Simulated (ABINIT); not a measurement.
Crystal: Zn.

```
Zn
1.0
     2.67000    0.00000    0.00000
    -1.33500    2.31229    0.00000
     0.00000    0.00000    4.96600
Zn
2
Direct
  0.66667 0.33333 0.75000
  0.33333 0.66667 0.25000
```

Base run:

- Program: ABINIT 10.8.3 (patched build)
- Functional: r2SCAN
- Potentials or basis: PseudoDojo NC SR PBE v0.4.1 standard
- Cutoff: 1361 eV
- k mesh: 9 × 9 × 5
- Occupations: fermi-dirac, width 0.05 eV
- Spin: no spin polarisation

Its results: band gap on the k mesh none (metal or under the smearing width); pressure -4.5 GPa.

After a change of settings the same cell gave: band gap on the k mesh none (metal or under the smearing width); pressure -3.8 GPa. Which change was it?
A. potentials or basis from PseudoDojo NC SR PBE v0.4.1 standard to Ansatz NC r2SCAN; cutoff from 1361 eV to 1578 eV
B. potentials or basis from PseudoDojo NC SR PBE v0.4.1 standard to Ansatz PAW PBE default generated set, frozen core; cutoff from 1361 eV to 490 eV; valence electrons from 40 to 24
C. potentials or basis from PseudoDojo NC SR PBE v0.4.1 standard to SG15 NC PBE v1.2; cutoff from 1361 eV to 1143 eV
D. potentials or basis from PseudoDojo NC SR PBE v0.4.1 standard to JTH PAW PBE v2.0; cutoff from 1361 eV to 707 eV; valence electrons from 40 to 24

C.

Caveats: the potentials were made for another functional, which shifts forces and pressure; a meta-GGA on potentials with a model core is unreliable (some runs).
